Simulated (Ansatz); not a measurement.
CuCl: pressure against volume scale

All results are calculated (Ansatz 0.2.0). Periodic Kohn-Sham DFT of a crystal at fixed atoms, scaled to volume_scale times the given cell; pressure positive in compression, energy less spherical unpolarised free atoms, largest_vzz the field gradient of largest size among the nuclei.

The cell before it is scaled or strained (space group F-43m, No. 216):
```
cell vectors (Å)
   0.0000     2.7101     2.7101
   2.7101     0.0000     2.7101
   2.7101     2.7101     0.0000
atoms (fractions of the cell vectors)
Cu  0.00000  0.00000  0.00000
Cl  0.75000  0.75000  0.75000
```

Settings of every row: method all-electron PAW; functional LDA; relativity scalar; k mesh 13x13x13; filling fermi-dirac; smearing width 0.05 eV; nucleus gaussian.

Atom start moment: 0 on all atoms.

Limits: small gap, it may come from the mesh.

| row | volume scale | V (Å³/atom) | pressure (GPa) |
| --- | --- | --- | --- |
| 1 | 0.94 | 18.71 | -3.706 |
| 2 | 0.96 | 19.109 | -4.797 |
| 3 | 0.98 | 19.507 | -5.746 |
| 4 | 0.99 | 19.706 | -6.172 |
| 5 | 1 | 19.905 | -6.57 |
| 6 | 1.01 | 20.104 | -6.94 |
| 7 | 1.02 | 20.303 | -7.285 |
| 8 | 1.04 | 20.701 | ? |
| 9 | 1.06 | 21.099 | -8.432 |

Question: what pressure should row 8 give?

Worked fit of pressure. Take u = (V_r/V)^(2/3) − 1 with V_r = 19.806 Å³ an atom, which is twice the finite (Eulerian) strain; such expansions in the strain, on which the Birch-Murnaghan equation of state is built, carry the rest volume and the bulk modulus. The shown rows have u = 0.03868, 0.02417, 0.01019, 0.00338, -0.00332, -0.00991, -0.01639, -0.04128. Least squares give pressure = −6.3756 + 59.348 × u + 240.76 × u² + 239 × u³ GPa; a parabola predicts inner rows, each left out in turn, worse (root mean square 0.0037 against 0.00043 GPa). All shown rows lie on it to the printed digit. The withheld row has u = -0.02903, so the fit gives −6.3756 + 59.348 × (-0.02903) + 240.76 × (-0.02903)² + 239 × (-0.02903)³ = -7.901 GPa.

The calculation gave -7.902 GPa. The fit lies 0.001 GPa (0.021 % of the column's range) above it, one unit of the last digit.
